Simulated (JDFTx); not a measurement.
Runs of JDFTx 1.7.0 (patched build) on KCl. It takes space group Pm-3m (No. 221, cubic). Conventional cell: a = 3.839 Å, b = 3.839 Å, c = 3.839 Å, α = 90.00°, β = 90.00°, γ = 90.00°. K (site symmetry m-3m) is surrounded by 8 Cl at 3.32 Å. Cl (site symmetry m-3m) has 8 K at 3.32 Å as nearest neighbours. Measurements of this composition are mostly on another form, of space group No. 225.

```csv
task,level,potentials or basis,k mesh,cutoff (eV),smearing,share of exact exchange,max SCF steps,SCF threshold on the energy,solver of the electrons,further solve for the empty bands,mesh quality,gap on the mesh (eV),pressure (GPa)
single point,PBE0 (exact-exchange share 0.2),PseudoDojo-SR-PBE-0.5-standard with smoothed tails,2 × 2 × 2,1007,fermi-dirac 0.05 eV,0.2,100,1e-07 Ha,scf,yes,coarse,6.44,0.8
single point,LDA,PseudoDojo-SR-LDA-0.4.1-standard with smoothed tails,7 × 7 × 7,980,gaussian 0.02 eV,-,100,1e-09 Ha,scf,yes,not flagged,4.39,-3.2
single point,LDA,PseudoDojo-SR-LDA-0.4.1-standard with smoothed tails,7 × 7 × 7,980,fermi-dirac 0.05 eV,-,100,1e-09 Ha,scf,yes,not flagged,4.39,-3.2
single point,PBE0 (exact-exchange share 0.1),PseudoDojo-SR-PBE-0.5-standard with smoothed tails,2 × 2 × 2,1007,fermi-dirac 0.05 eV,0.1,100,1e-07 Ha,scf,yes,coarse,5.57,1.0
single point,r2SCAN,SG15-PBE-1.2 with smoothed tails,7 × 7 × 7,1088,fermi-dirac 0.05 eV,-,100,1e-09 Ha,scf,yes,not flagged,(b),(a)
```

Alike in all rows: no spin polarisation; cell as given.

Question: Estimate the missing entries.

Answer: (a) -1.1; (b) 5.47.

Caveats: some runs use coarse meshes; the potentials were made for another functional, which shifts forces and pressure (some runs); an odd mesh through Γ misses points on the zone boundary, where band edges often lie (some runs); the hybrid runs on potentials with a model core (some runs); the empty levels aren't tightly converged (some runs).
